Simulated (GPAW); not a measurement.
Crystal: TiO2.

```xyz
6
Lattice="4.5998 0.0000 0.0000 0.0000 4.5998 0.0000 0.0000 0.0000 2.9592" Properties=species:S:1:pos:R:3 pbc="T T T"
Ti    0.0000    0.0000    1.4796
Ti    2.2999    2.2999    0.0000
O     1.3998    1.3998    1.4796
O     0.9001    3.6997    0.0000
O     3.6997    0.9001    0.0000
O     3.2000    3.2000    1.4796
```

The cell is a database's computed one.

Base run:

| Item | Value |
| --- | --- |
| Program | GPAW 26.7.0 |
| Functional | PBEsol |
| Potentials or basis | PAW data sets generated in the run's folder for this functional |
| Cutoff | 800 eV |
| Basis | pw |
| k mesh | 4 × 4 × 7 |
| Occupations | fermi-dirac, width 0.05 eV |
| Spin | no spin polarisation |

Its results: band gap on the k mesh 1.84 eV, direct; pressure -1.4 GPa; largest force 0.030 eV/Å.

Question: After a change of settings the same cell gave: band gap on the k mesh 2.81 eV, indirect (least direct gap 2.86 eV); pressure 5.7 GPa; largest force 0.064 eV/Å. Which change was it?
A. hubbard terms from none to Ti d U = 6 eV
B. k mesh from 4 × 4 × 7 to 6 × 6 × 9
C. functional from PBEsol to PBE; k mesh from 4 × 4 × 7 to 4 × 4 × 6
D. hubbard terms from none to Ti d U = 1 eV

Answer: A.

The U term pushes filled and empty states of the shell apart.

Not every run made on this cell is shown here.
